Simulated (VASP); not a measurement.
# CdS (F-43m): a series in biaxial strain in the (110) plane

How do the elastic response and the band edges of CdS follow biaxial strain in the (110) plane?

Calculated with VASP 6.6.1; LDA; plane waves and PAW (Cd, S); cell typed or built by script, in the first sound run; inputs show where later runs differ.

### Step 1. The starting structure

The structure is cubic, space group F-43m (No. 216). The conventional cell has a = 5.820 Å, b = 5.820 Å, c = 5.820 Å, α = 90.00°, β = 90.00°, γ = 90.00°. Nearest to Cd lie 4 S at 2.52 Å. S has 4 Cd at 2.52 Å nearest. Farther neighbours and most contacts between anions are not listed.

As a file:

```cif
data_structure
_symmetry_space_group_name_H-M 'F-43m'
_symmetry_Int_Tables_number 216
_cell_length_a 5.8200
_cell_length_b 5.8200
_cell_length_c 5.8200
_cell_angle_alpha 90.000
_cell_angle_beta 90.000
_cell_angle_gamma 90.000
_cell_volume 197.14
loop_
_atom_site_label
_atom_site_type_symbol
_atom_site_symmetry_multiplicity
_atom_site_Wyckoff_symbol
_atom_site_fract_x
_atom_site_fract_y
_atom_site_fract_z
_atom_site_occupancy
Cd1 Cd 4 a 0.00000 0.00000 0.00000 1
S1 S 4 d 0.25000 0.25000 0.75000 1
```

### Step 2. Relax the crystal, LDA

The series starts from the cell that this level prefers, so that zero strain is near zero stress.

This step took 2 runs in a row; the last is shown.

Level: LDA; plane waves and PAW (Cd, S); cell typed or built by script.

INCAR reads:

```
SYSTEM = CdS
PREC = Accurate
ENCUT = 450
EDIFF = 1E-07
NELM = 120
ISMEAR = 0
SIGMA = 0.02
LREAL = .FALSE.
ALGO = Normal
GGA = CA
NBANDS = 15
LASPH = .TRUE.
LORBIT = 11
LWAVE = .FALSE.
LCHARG = .FALSE.
KPAR = 12
IBRION = 2
NSW = 40
ISIF = 3
EDIFFG = -0.005
POTIM = 0.4
```

POSCAR reads:

```
CdS
1.0
    0.0000000000      2.8843989595      2.8843989595
    2.8843989595      0.0000000000      2.8843989595
    2.8843989595      2.8843989595      0.0000000000
Cd S
1 1
Direct
    0.0000000000      0.0000000000      0.0000000000
    0.2500000000      0.2500000000      0.2500000000
```

KPOINTS reads:

```
Automatic mesh
0
Gamma
9 9 9
0 0 0
```

Potentials, in the order of the species: Cd and S (LDA family, release 64).

The run is started by

```sh
$ mpirun -np 12 vasp_std
```

Output:

```text
[banner, memory and clock lines left out]
running   12 mpi-ranks, on    1 nodes
[...]
|                                                                             |
|           W    W    AA    RRRRR   N    N  II  N    N   GGGG   !!!           |
|           W    W   A  A   R    R  NN   N  II  NN   N  G    G  !!!           |
|           W    W  A    A  R    R  N N  N  II  N N  N  G       !!!           |
|           W WW W  AAAAAA  RRRRR   N  N N  II  N  N N  G  GGG   !            |
|           WW  WW  A    A  R   R   N   NN  II  N   NN  G    G                |
|           W    W  A    A  R    R  N    N  II  N    N   GGGG   !!!           |
|                                                                             |
|     For optimal performance we recommend to set                             |
|       NCORE = 2 up to number-of-cores-per-socket                            |
|     NCORE specifies how many cores store one orbital (NPAR=cpu/NCORE).      |
|     This setting can greatly improve the performance of VASP for DFT.       |
[...]
DAV:   4    -0.792118473961E+01   -0.23619E-01   -0.23617E-01  1323   0.402E+00
[...]
DAV:  12    -0.740676476971E+01    0.46261E-05   -0.18499E-05  1581   0.599E-02    0.643E-03
DAV:  13    -0.740676485038E+01   -0.80672E-07   -0.12593E-06  1197   0.930E-03    0.172E-03
DAV:  14    -0.740676485268E+01   -0.23001E-08   -0.26683E-08   728   0.146E-03
   1 F= -.74067649E+01 E0= -.74067649E+01  d E =-.740676E+01
[...]
N       E                     dE             d eps       ncg     rms          rms(c)
DAV:   1    -0.740683315263E+01   -0.68302E-04   -0.12254E-03  1120   0.453E-01    0.612E-02
DAV:   2    -0.740677354751E+01    0.59605E-04   -0.13797E-04  1246   0.186E-01    0.227E-02
DAV:   3    -0.740676808817E+01    0.54593E-05   -0.13229E-05  1323   0.417E-02    0.188E-02
DAV:   4    -0.740676744247E+01    0.64570E-06   -0.89516E-07  1127   0.937E-03    0.372E-03
DAV:   5    -0.740676738962E+01    0.52852E-07   -0.10868E-07   631   0.588E-03
   2 F= -.74067674E+01 E0= -.74067674E+01  d E =-.253694E-05
 trial-energy change:   -0.000003  1 .order   -0.000002   -0.000007    0.000002
 step:   0.7588(harm=  0.7588)  dis= 0.00000  next Energy=    -7.406767 (dE=-0.247E-05)
 reached required accuracy - stopping structural energy minimisation
```

Wall time 5.2 s (12 MPI ranks of Intel Xeon Platinum 8259CL at 2.50GHz (Skylake/Cascade Lake), shared host); peak memory 1.9 GiB; 49 s of CPU time.

The logs omit lines about the potential files and the build; timing stands in the text.

From OUTCAR (step 2):

```text
  Total        0.0033728      0.0033728      0.0033728      0.0000000     -0.0000000      0.0000000
  in kB        0.1126618      0.1126618      0.1126618      0.0000000     -0.0000000      0.0000000
  external PRESSURE =       0.1126618 kB  Pullay stress =       0.0000000 kB

 POSITION                                       TOTAL-FORCE (eV/Angst)
 -----------------------------------------------------------------------------------
      0.00000      0.00000      0.00000        -0.000000     -0.000000     -0.000000
      1.44190      1.44190      1.44190         0.000000      0.000000      0.000000
 -----------------------------------------------------------------------------------
    total drift:                                0.000000      0.000000      0.000000

  FREE ENERGIE OF THE ION-ELECTRON SYSTEM (eV)
  ---------------------------------------------------
  free  energy   TOTEN  =        -7.4067673896 eV

  energy  without entropy=       -7.4067673896  energy(sigma->0) =       -7.40676739

 reached required accuracy - stopping structural energy minimisation

[... 3 further parts left out ...]
[key lines of the parts left out:]
E-fermi :   1.5849
```

Numbers from this step:

| Quantity | Value |
| --- | --- |
| energy(sigma→0) of the program | -7.4068 eV |
| stress, compression positive | 0.01 along [110], 0.01 across it (mean), GPa |
| volume | 47.966 Å³ |
| ionic steps | 2 |

### Step 3. Strain along the normal, LDA

One member in full: the plane is strained by -2 %, and the strain along the normal is moved by secant steps until the normal stress is under 0.012 GPa or five steps are spent; the atoms relax at each step.

This step took 3 runs, each at a new trial strain with the atoms of the one before; the last is shown.

Level: LDA; plane waves and PAW (Cd, S); cell typed or built by script.

INCAR: that of step 2 with these lines changed.

```diff
@@ -15,7 +15,7 @@
 LCHARG = .FALSE.
-KPAR = 12
-IBRION = 2
-NSW = 40
-ISIF = 3
-EDIFFG = -0.005
-POTIM = 0.4
+KPAR = 3
+IBRION = 1
+NSW = 25
+ISIF = 2
+EDIFFG = -0.004
+POTIM = 0.3
```

POSCAR reads:

```
CdS
1.0
    0.0606738510      2.8868060540      2.8261322030
    2.8868060540      0.0606738510      2.8261322030
    2.9474799050      2.9474799050      0.0000000000
Cd S
1 1
Direct
    0.0057537055      0.0057537055      0.9942462945
    0.2442462945      0.2442462945      0.2557537055
```

KPOINTS is that of step 2.

The run is started by

```sh
$ mpirun -np 3 vasp_std
```

Output:

```text
[banner, memory and clock lines left out]
running    3 mpi-ranks, on    1 nodes
[...]
LDA part: xc-table for (Slater(with rela. corr.)+CA(PZ))
 , standard interpolation
 POSCAR, INCAR and KPOINTS ok, starting setup
[...]
entering main loop
       N       E                     dE             d eps       ncg     rms          rms(c)
DAV:   1     0.100745335671E+03    0.10075E+03   -0.85710E+03  3878   0.990E+02
DAV:   2    -0.398936506960E+01   -0.10473E+03   -0.99471E+02  4422   0.258E+02
DAV:   3    -0.788843066935E+01   -0.38991E+01   -0.38915E+01  4695   0.521E+01
DAV:   4    -0.791201832727E+01   -0.23588E-01   -0.23586E-01  4618   0.398E+00
[...]
DAV:  12    -0.739435503547E+01    0.37892E-05   -0.17470E-05  5694   0.588E-02    0.666E-03
DAV:  13    -0.739435505700E+01   -0.21530E-07   -0.12123E-06  4352   0.100E-02    0.174E-03
DAV:  14    -0.739435506207E+01   -0.50720E-08   -0.41014E-08  2708   0.174E-03
   1 F= -.73943551E+01 E0= -.73943551E+01  d E =-.739436E+01
 BRION: g(F)=  0.915E-04 g(S)=  0.000E+00
[...]
DAV:   1    -0.739441809948E+01   -0.63042E-04   -0.14601E-02  3757   0.827E-01    0.271E-02
DAV:   2    -0.739443191368E+01   -0.13814E-04   -0.15455E-04  4779   0.916E-02    0.977E-03
DAV:   3    -0.739443163859E+01    0.27509E-06   -0.12104E-06  4534   0.936E-03    0.616E-03
DAV:   4    -0.739443154419E+01    0.94403E-07   -0.50673E-07  4695   0.451E-03
   2 F= -.73944315E+01 E0= -.73944315E+01  d E =-.764821E-04
 BRION: g(F)=  0.406E-04 g(S)=  0.000E+00 retain N=  1 mean eig= 3.00
 eig:   2.998
[...]
N       E                     dE             d eps       ncg     rms          rms(c)
DAV:   1    -0.739443934011E+01   -0.77015E-05   -0.58331E-02  3757   0.165E+00    0.550E-02
DAV:   2    -0.739449456851E+01   -0.55228E-04   -0.61869E-04  4772   0.183E-01    0.197E-02
DAV:   3    -0.739449346882E+01    0.10997E-05   -0.48767E-06  4534   0.188E-02    0.123E-02
DAV:   4    -0.739449310002E+01    0.36880E-06   -0.19970E-06  4674   0.895E-03    0.197E-03
DAV:   5    -0.739449309583E+01    0.41910E-08   -0.37817E-07  4016   0.402E-03
   3 F= -.73944931E+01 E0= -.73944931E+01  d E =-.615516E-04
 BRION: g(F)=  0.154E-10 g(S)=  0.000E+00 retain N=  1 mean eig= 3.00
 eig:   3.000
 reached required accuracy - stopping structural energy minimisation
```

The job ended after 39 s (3 MPI ranks; peak memory 0.56 GiB).

Parts of OUTCAR (step 3):

```text
  Total        0.3269676      0.3269676      0.4372041     -0.3288359      0.0000000      0.0000000
  in kB       11.1262666     11.1262666     14.8774667    -11.1898441      0.0000000      0.0000000
  external PRESSURE =      12.3766666 kB  Pullay stress =       0.0000000 kB

 POSITION                                       TOTAL-FORCE (eV/Angst)
 -----------------------------------------------------------------------------------
      2.94748      2.94748      0.02907         0.000000      0.000000     -0.000016
      1.47374      1.47374      1.38400        -0.000000     -0.000000      0.000016
 -----------------------------------------------------------------------------------
    total drift:                               -0.000011     -0.000011     -0.000638

  FREE ENERGIE OF THE ION-ELECTRON SYSTEM (eV)
  ---------------------------------------------------
  free  energy   TOTEN  =        -7.3944930958 eV

  energy  without entropy=       -7.3944930958  energy(sigma->0) =       -7.39449310

[... 1 part as in an earlier step ...]

[... 3 further parts left out ...]
[key lines of the parts left out:]
E-fermi :   1.7512
```

Read from the output:

```
energy(sigma→0) of the program : -7.3945 eV
stress, compression positive   : -0.01 along [110], 1.86 across it (mean), GPa
ionic steps                    : 3
```

### Step 4. Band edges, TB-mBJ with spin-orbit coupling

Short lines in KPOINTS_OPT sample the zone centre along and across the normal of the plane, for masses, and the other valleys.

Level: TB-mBJ, spin-orbit coupling; plane waves and PAW (Cd, S); cell typed or built by script.

TB-mBJ has no energy functional, so the total energy, stress and pressure in this output mean nothing.

INCAR reads:

```
SYSTEM = CdS
PREC = Accurate
ENCUT = 450
EDIFF = 1E-06
NELM = 150
ISMEAR = 0
SIGMA = 0.02
LREAL = .FALSE.
ALGO = Normal
METAGGA = MBJ
LASPH = .TRUE.
LNONCOLLINEAR = .TRUE.
MAGMOM = 0 0 0 0 0 0
NBANDS = 28
GGA_COMPAT = .FALSE.
LSORBIT = .TRUE.
LWAVE = .FALSE.
LCHARG = .FALSE.
KPAR = 3
```

POSCAR reads:

```
CdS
1.0
    0.0606738510      2.8868060540      2.8261322030
    2.8868060540      0.0606738510      2.8261322030
    2.9474799050      2.9474799050      0.0000000000
Cd S
1 1
Direct
    0.0051432268      0.0051432268      0.9948567732
    0.2448567732      0.2448567732      0.2551432268
```

KPOINTS reads:

```
Automatic mesh
0
Gamma
7 7 7
0 0 0
```

KPOINTS_OPT reads:

```
Line mode
6
Line-mode
Reciprocal
  0.00000000   0.00000000   0.00000000
  0.01658540   0.01658540   0.03317080

  0.00000000   0.00000000   0.00000000
 -0.01590258   0.01590258  -0.00000000

  0.31000000   0.31000000   0.00000000
  0.50000000   0.50000000   0.00000000

  0.00000000   0.31000000   0.31000000
  0.00000000   0.50000000   0.50000000

  0.45000000   0.45000000   0.45000000
  0.50000000   0.50000000   0.50000000

  0.45000000   0.00000000   0.00000000
  0.50000000   0.00000000   0.00000000

  0.42500000   0.42500000   0.00000000
  0.42548283   0.44797247   0.02345530

  0.50000000   0.50000000   0.50000000
  0.48409742   0.51590258   0.50000000
```

The run is started by

```sh
$ mpirun -np 3 vasp_ncl
```

Output:

```text
[banner, memory and clock lines left out]
running    3 mpi-ranks, on    1 nodes
[...]
|                                                                             |
|               ----> ADVICE to this user running VASP <----                  |
|                                                                             |
|     You enforced a specific xc type in the INCAR file but a different       |
|     [... a line on the potential file left out ...]
|     I HOPE YOU KNOW WHAT YOU ARE DOING!                                     |
|                                                                             |

 LDA part: xc-table for (None), standard interpolation
 POSCAR, INCAR and KPOINTS ok, starting setup
[...]
entering main loop
       N       E                     dE             d eps       ncg     rms          rms(c)
DAV:   1     0.494753975109E+02    0.49475E+02   -0.82047E+03  6384   0.106E+03
DAV:   2    -0.702916250922E+02   -0.11977E+03   -0.11483E+03  6788   0.296E+02
DAV:   3    -0.762569618435E+02   -0.59653E+01   -0.59253E+01  7436   0.679E+01
DAV:   4    -0.763037190839E+02   -0.46757E-01   -0.46733E-01  6852   0.583E+00
[...]
DAV:  46    -0.740450911516E+02    0.10965E-05   -0.86499E-12  3160   0.352E-05    0.202E-05
DAV:  47    -0.740450929539E+02   -0.18023E-05   -0.11390E-12  3160   0.161E-05    0.469E-06
DAV:  48    -0.740450925664E+02    0.38747E-06   -0.81237E-14  3160   0.156E-05
   1 F= -.74045093E+02 E0= -.74045093E+02  d E =-.134526E-17  mag=     0.0000    -0.0000     0.0000
 Start KPOINTS_OPT (optional k-point list driver)
k-point batch [1-48\48]
       N       E                     dE             ncg
DAV:   1     0.301283881034E+04   -0.15207E+05     2744
DAV:   2    -0.276983620797E+04   -0.57827E+04     2992
DAV:   3    -0.303100583719E+04   -0.26117E+03     3160
DAV:   4    -0.303273784936E+04   -0.17320E+01     3152
DAV:   5    -0.303275730192E+04   -0.19453E-01     3272
DAV:   6    -0.303275769817E+04   -0.39625E-03     3280
DAV:   7    -0.303275770971E+04   -0.11533E-04     3220
DAV:   8    -0.303275771014E+04   -0.43764E-06     2276
```

Wall time 9.1 min (3 MPI ranks); peak memory 1.4 GiB; 24 min of CPU time.

From OUTCAR (step 4):

```text
  LATTYP: Found a body centered orthorhombic cell.
 ALAT       =     3.9967544905
 B/A-ratio  =     1.0429377302
 C/A-ratio  =     1.4142135624

 Subroutine GETGRP returns: Found  4 space group operations
 (whereof  4 operations were pure point group operations)

The static configuration has the point symmetry C_2v.

 Found    112 irreducible k-points:

   k-points           NKPTS =    112   k-points in BZ     NKDIM =    112   number of bands    NBANDS=     28

   dimension x,y,z NGX =    28 NGY =   28 NGZ =   30
   dimension x,y,z NGXF=    56 NGYF=   56 NGZF=   60

   ENCUT  =  450.0 eV  33.07 Ry    5.75 a.u.   6.99  6.99  7.21*2*pi/ulx,y,z

   NELECT =      18.0000    total number of electrons

 E-fermi :   2.2358

 k-point     1 :       0.0000    0.0000    0.0000
  band No.  band energies     occupation
    ...
     14       1.9681      1.00000
     15       2.0929      1.00000
     16       2.0929      1.00000
     17       2.1248      1.00000
     18       2.1248      1.00000
     19       4.7679      0.00000
     20       4.7679      0.00000
     21       9.3406      0.00000
     22       9.3406      0.00000
     23       9.7682      0.00000
    ...

 k-point     2 :       0.1429    0.0000    0.0000
  band No.  band energies     occupation
    ...
     14       1.1377      1.00000
     15       1.7983      1.00000
     16       1.8115      1.00000
     17       1.9517      1.00000
     18       1.9685      1.00000
     19       5.5314      0.00000
     20       5.5348      0.00000
     21       9.4553      0.00000
     22       9.4600      0.00000
     23       9.7544      0.00000
    ...

  Total      -36.9870034    -36.9870034    -36.8299577     -0.3599375      0.0000000      0.0000000
  in kB    -1258.6179860  -1258.6179860  -1253.2739305    -12.2481876      0.0000000      0.0000000
  external PRESSURE =   -1256.8366342 kB  Pullay stress =       0.0000000 kB

 POSITION                                       TOTAL-FORCE (eV/Angst)
 -----------------------------------------------------------------------------------
      2.94748      2.94748      0.02907         0.000000      0.000000     -0.153794
      1.47374      1.47374      1.38400         0.000000      0.000000      0.153794
 -----------------------------------------------------------------------------------
    total drift:                               -0.000003     -0.000003     -0.314831

  FREE ENERGIE OF THE ION-ELECTRON SYSTEM (eV)
  ---------------------------------------------------
  free  energy   TOTEN  =       -74.0450925664 eV

  energy  without entropy=      -74.0450925664  energy(sigma->0) =      -74.04509257

 Spin-Orbit-Coupling matrix elements
 Ion:    1  E_soc:     -0.0536166
 Ion:    2  E_soc:     -0.0023393

[... 1 part as in an earlier step ...]

[... 7 further parts left out ...]
```

### Step 5. Band edges, r2SCAN with spin-orbit coupling

Short lines in KPOINTS_OPT sample the zone centre along and across the normal of the plane, for masses, and the other valleys.

Level: r2SCAN, spin-orbit coupling; plane waves and PAW (Cd, S); cell typed or built by script.

INCAR: that of step 4 with these lines changed.

```diff
@@ -4,3 +4,3 @@
 EDIFF = 1E-06
-NELM = 150
+NELM = 100
 ISMEAR = 0
@@ -9,3 +9,3 @@
 ALGO = Normal
-METAGGA = MBJ
+METAGGA = R2SCAN
 LASPH = .TRUE.
```

POSCAR is that of step 4.

KPOINTS is that of step 4.

KPOINTS_OPT is that of step 4.

The run is started by

```sh
$ mpirun -np 3 vasp_ncl
```

Output:

```text
[banner, memory and clock lines left out]
running    3 mpi-ranks, on    1 nodes
[...]
[... a notice as in an earlier step ...]

 LDA part: xc-table for (None), standard interpolation
 POSCAR, INCAR and KPOINTS ok, starting setup
[...]
entering main loop
       N       E                     dE             d eps       ncg     rms          rms(c)
DAV:   1    -0.279166946458E+03   -0.27917E+03   -0.83813E+03  6384   0.109E+03
DAV:   2    -0.401285408897E+03   -0.12212E+03   -0.11698E+03  6796   0.300E+02
DAV:   3    -0.407609506287E+03   -0.63241E+01   -0.62832E+01  7432   0.711E+01
DAV:   4    -0.407665591063E+03   -0.56085E-01   -0.56052E-01  6956   0.646E+00
[...]
DAV:  13    -0.402578254574E+03   -0.24118E-05   -0.17633E-05  6688   0.500E-02    0.116E-02
DAV:  14    -0.402578253563E+03    0.10109E-05   -0.17203E-06  6736   0.157E-02    0.280E-03
DAV:  15    -0.402578253538E+03    0.24813E-07   -0.80068E-08  3324   0.312E-03
   1 F= -.40257825E+03 E0= -.40257825E+03  d E =-.285809E-27  mag=    -0.0000     0.0000     0.0000
 Start KPOINTS_OPT (optional k-point list driver)
k-point batch [1-48\48]
       N       E                     dE             ncg
DAV:   1     0.239636845526E+04   -0.15824E+05     2728
DAV:   2    -0.349490812488E+04   -0.58913E+04     2996
DAV:   3    -0.377765918793E+04   -0.28275E+03     3140
DAV:   4    -0.377996976191E+04   -0.23106E+01     3100
DAV:   5    -0.378000485164E+04   -0.35090E-01     3264
DAV:   6    -0.378000567803E+04   -0.82639E-03     3172
DAV:   7    -0.378000570314E+04   -0.25111E-04     3336
DAV:   8    -0.378000570397E+04   -0.82794E-06     2252
```

Run time: 9.9 min. Hardware: 3 MPI ranks; peak memory 1.4 GiB.

OUTCAR, selected parts (step 5):

```text
  Total        1.5482790      1.5482790      1.6139053     -0.3113846      0.0000000      0.0000000
  in kB       52.6858516     52.6858516     54.9190258    -10.5959995      0.0000000      0.0000000
  external PRESSURE =      53.4302430 kB  Pullay stress =       0.0000000 kB

 POSITION                                       TOTAL-FORCE (eV/Angst)
 -----------------------------------------------------------------------------------
      2.94748      2.94748      0.02907         0.000000      0.000000      0.035763
      1.47374      1.47374      1.38400        -0.000000     -0.000000     -0.035763
 -----------------------------------------------------------------------------------
    total drift:                                0.000070      0.000070      0.000597

  FREE ENERGIE OF THE ION-ELECTRON SYSTEM (eV)
  ---------------------------------------------------
  free  energy   TOTEN  =      -402.5782535380 eV

  energy  without entropy=     -402.5782535380  energy(sigma->0) =     -402.57825354

[... 2 parts as in an earlier step ...]

[... 1 further part left out ...]
[key lines of the parts left out:]
E-fermi :   1.8100
```

Numbers from this step:

* energy(sigma→0) of the program: -402.5783 eV
* stress, compression positive: 4.21 along [110], 5.91 across it (mean), GPa

The run ends at a pressure of 5.34 GPa, with forces up to 0.036 eV/Å.

(Continued in part 2 of 2.)

[Lines on the potential files, build, host, timing and source positions are cut from VASP's logs without a mark.]

[Logs are printed without paths, hosts, clocks, repeated set-up lines and the standing remarks that a program may print on its own settings, such as how far it seeks lower states.]

[Hosts, paths, dates, database ids (printed as entryN), source tags and the programs' standing remarks are cut or masked in the printed files.]

[In band tables of VASP the shares of atoms and orbitals are scaled to a sum of 1 inside the atoms' spheres.]
